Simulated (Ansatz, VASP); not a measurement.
One calculation of BaS, two programs

```xyz
2
Lattice="0.0000 3.5884 3.5884 3.5884 0.0000 3.5884 3.5884 3.5884 0.0000" Properties=species:S:1:pos:R:3 pbc="T T T"
Ba    0.0000    0.0000    0.0000
S     1.7942    1.7942    1.7942
```

Alike in both runs: task single point; functional PBE; k mesh 6 × 6 × 6; no spin polarisation.

|  | VASP | Ansatz |
| --- | --- | --- |
| version | VASP 6.6.1 | Ansatz 0.2.0 |
| potentials or method | VASP PAW PBE potentials, release 64 (Ba_sv, S) | plane waves, PAW |
| plane-wave cutoff (eV) | 520 | 420 |
| occupations | gaussian, width 0.01 eV | fixed |
| valence electrons in the cell | 16 | 16 |

|  | VASP | Ansatz | Ansatz less VASP |
| --- | --- | --- | --- |
| gap on the k mesh at the Fermi level (eV) | 2.67 | 2.66 | -0.011 |
| pressure (GPa) | -1.1 | -1.5 | -0.33 |

Caveats: spin-orbit coupling is left out, which moves the levels of the heavy elements. A k mesh can miss the band edges. As with any semilocal functional, this PBE gap is likely too small.
